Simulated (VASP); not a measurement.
Wanted: the native input for a VASP 6.6.1 run.

```
Task                   : core levels
Functional             : PBEsol
Potentials or basis    : VASP PAW PBE potentials, release 64 (Ta_pv, N)
Cutoff                 : 520 eV
k mesh                 : 10 × 10 × 5
Occupations            : gaussian, width 0.02 eV
Spin                   : no spin polarisation
Further INCAR settings : ALGO = Fast; EDIFF = 1e-07
```

The structure of TaN lies in POSCAR:

```
TaN
1.0
    2.9217699809      0.0000000000      0.0000000000
   -1.4608849905      2.5303270275      0.0000000000
    0.0000000000      0.0000000000      5.9165150000
Ta N
2 2
Direct
    0.0000000000      0.0000000000      0.5000000000
    0.0000000000      0.0000000000      0.0000000000
    0.3333333333      0.6666666667      0.2500000000
    0.6666666667      0.3333333333      0.7500000000
```

The cell comes from a database or a generator and needn't be the stable form of this composition.

The input as run:

INCAR

```
ALGO = Fast ; EDIFF = 1E-7
ENCUT = 520 ; GGA = PS
ICORELEVEL = 1 ; ISIF = 2
ISMEAR = 0 ; LASPH = T
LCHARG = F ; LREAL = F
LWAVE = F ; NELM = 80
PREC = Accurate ; SIGMA = 0.02
```

KPOINTS

```
k-points
0
Gamma
  10 10 5
```

Potentials or basis: VASP PAW PBE potentials, release 64 (Ta_pv, N).

Run with:

```console
$ cat potpaw_PBE.64/Ta_pv/POTCAR potpaw_PBE.64/N/POTCAR > POTCAR
$ mpirun -np 1 vasp_std > vasp.out
```

It gave:

* Pressure: -9.6 GPa
* Band gap on the k mesh: none (metal or under the smearing width)

Caveat: the PAW data sets were made with another functional, which shifts forces and pressure a little.

It took 32 s on 1 thread of Intel(R) Xeon(R) Platinum 8488C (Sapphire Rapids), with other jobs on the host, peak memory 0.18 GiB.
